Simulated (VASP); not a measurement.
MoS2, 3 atoms in the cell. Symmetry: C2/m, No. 12, monoclinic system. The conventional cell has a = 6.296 Å, b = 3.860 Å, c = 4.439 Å, α = 90.00°, β = 90.04°, γ = 90.00°. Around Mo (site symmetry 2/m) lie 6 S at 2.35 to 2.60 Å. S (site symmetry m) is surrounded by 3 Mo at 2.35 to 2.60 Å. The cell comes from a database or a generator and needn't be the stable form of this composition.

```yaml
Program: VASP 6.6.1
Task: single point
Functional: PBEsol
Potentials_or_basis: VASP PAW PBE potentials, release 64 (Mo_sv, S)
Cutoff: 520 eV
k_mesh: 6 × 6 × 4
Occupations: gaussian, width 0.05 eV
Spin: non-collinear spin, random start
Starting_moments: "[[-0.394, -0.02, -0.566], [-0.0, 0.0, -0.0], [-0.0, -0.0, -0.0]] μB"
Hubbard_terms: Mo d U = 2 eV
Further_INCAR_settings: ALGO = Normal; EDIFF = 1e-07; NBANDS = 39
```

Potentials or basis: VASP PAW PBE potentials, release 64 (Mo_sv, S).

Launch:

```console
$ cat potpaw_PBE.64/Mo_sv/POTCAR potpaw_PBE.64/S/POTCAR > POTCAR
$ mpirun -np 1 vasp_ncl > vasp.out
```

Hardware: 1 thread of AMD EPYC 7R43 64-Core Processor (Zen 3), with other jobs on the host.

**Question.** How long does it take, and how much memory?

**Answer.** It took 24 min on 1 thread of AMD EPYC 7R43 64-Core Processor (Zen 3), with other jobs on the host, peak memory 0.41 GiB. Counts: scf iterations 42, k points 76.
